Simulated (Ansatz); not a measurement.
Li2S (Fm-3m) under several functionals

Plane-wave DFT in Ansatz with scalar-relativistic PAW potentials. The same structure was relaxed (cell and atoms, symmetry kept) in separate runs at each level. No spin polarisation.

Task: How do the levels LDA, PBE, PBEsol compare?

Result:
| level | cutoff (eV) | k mesh | V (Å³/atom) | a (Å) | gap (eV) |
| --- | --- | --- | --- | --- | --- |
| LDA | 420 | 8×8×8 | 14.376 | 5.567 | 3.12 |
| PBEsol | 420 | 8×8×8 | 15.063 | 5.654 | 3.20 |
| PBE | 420 | 8×8×8 | 15.498 | 5.708 | 3.39 |

The usual order of volumes, LDA < PBEsol < PBE, holds here (14.376, 15.063, 15.498 Å³/atom). As a rule LDA overbinds; PBEsol, built on the gradient expansion of slowly varying densities, lies between LDA and PBE; PBE's stronger gradient term for exchange weakens bonds. Each gap belongs to its own cell, so it mixes the functional's effect with that of the volume; gaps are the least found on the k mesh or on a band path.